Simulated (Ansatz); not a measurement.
The system is Ni.

```xyz
1
Lattice="-1.3837 1.3837 1.3837 1.3837 -1.3837 1.3837 1.3837 1.3837 -1.3837" Properties=species:S:1:pos:R:3 pbc="T T T"
Ni    0.0000    0.0000    0.0000
```

This isn't the form of Ni at room conditions, which is fcc.

Program: Ansatz 0.2.0. Alike in all runs: potentials or basis all-electron LAPW, scalar-relativistic; cell as given; k mesh 13 × 13 × 13; cutoff (eV) 339; smearing fermi-dirac 0.05 eV; basis error allowed 0.001 eV/atom.

Order these runs on this cell by their pressure, lowest first.
A. level PBEsol; spin off
B. level LDA; spin collinear, ferromagnetic start
C. level PBEsol; spin collinear, ferromagnetic start

B (-10.3 GPa), A (-4.5 GPa), C (-2.4 GPa).

Not every run made on this cell is shown here.
